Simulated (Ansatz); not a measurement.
Computed with DFT PBE, scalar-relativistic, plane waves, PAW in Ansatz 0.2.0. Settings: cutoff 420 eV, Γ-centred meshes spaced at most about 0.3 Å⁻¹, and about 0.25 Å⁻¹ or finer for metals (2π included), Gaussian smearing. No spin polarisation in the final relaxations.

Temperature and zero-point effects are left out.

Two forms of InGa₂P₃ were relaxed alike.

A.

```
In Ga P
1.0
     3.75414    0.00000    0.00000
    -1.87707    3.25118    0.00000
     0.00000    0.00000    9.09490
In Ga P
1 2 3
Direct
  0.00000 0.00000 0.00000
  0.33333 0.66667 0.66041
  0.66667 0.33333 0.33959
  0.00000 0.00000 0.50000
  0.33333 0.66667 0.18700
  0.66667 0.33333 0.81300
```

B.

```
In Ga P
1.0
     3.99752    0.00000    0.00000
    -1.99876    3.46195    0.00000
     0.00000    0.00000    9.83968
In Ga P
1 2 3
Direct
  0.33333 0.66667 0.66506
  0.00000 0.00000 0.00650
  0.66667 0.33333 0.32617
  0.00000 0.00000 0.76516
  0.33333 0.66667 0.40361
  0.66667 0.33333 0.08350
```

Question: Which form is favoured at zero pressure, and by what margin per atom?

Answer: B is lower, by 0.34 eV/atom. A has In and Ga ordered on rock salt sites, space group P-3m1 (No. 164), 18.5 Å³/atom and no gap on its mesh; B has In and Ga ordered on zinc blende sites, space group P3m1 (No. 156), 22.7 Å³/atom and a gap of 0.78 eV. Counting P atoms around Ga and In (those within 1.25 times the shortest such distance or 1.15 times the sum of covalent radii), A has In 6, Ga 6 and B has In 4, Ga 4. The lower one is the more open, so pressure narrows the difference. In A, around In lie 6 P at 2.76 Å; Ga has 6 P at 2.57–2.61 Å; P on a site of symmetry -3m has 6 Ga at 2.61 Å; 1 more site not described. In B, around In lie 4 P at 2.51–2.57 Å; Ga on its first site is surrounded by 4 P at 2.37–2.43 Å; P on its first site has 1 Ga at 2.37 Å and 3 In at 2.51 Å; 3 more sites not described. Both come from invented guesses.

Kohn–Sham gaps at this level usually fall short of measured ones. Cells relaxed within their symmetry can be saddle points.

The preference for B follows from directed covalent bonding. With an average of four valence electrons per atom, a III–V phosphide can fill the bonding sp³ states of a tetrahedral network and leave the antibonding ones empty, which also opens the gap. In the rock salt arrangement the same electrons are shared among six neighbours, so each bond is weaker and longer: Ga–P goes from 2.37–2.43 Å to 2.57–2.61 Å, and In–P from 2.51–2.57 Å to 2.76 Å. The polarity of these bonds is too modest for the Madelung gain of sixfold coordination to make up the loss. The denser packing of A favours it under compression, though GaP itself is known to prefer a distorted Cmcm structure to ideal rock salt at high pressure, so A need not be the phase that replaces B. The spread of bond lengths in B probably reflects the size mismatch between In and Ga layers sharing one in-plane lattice. The comparison doesn't show whether B would resist separation into InP and GaP.
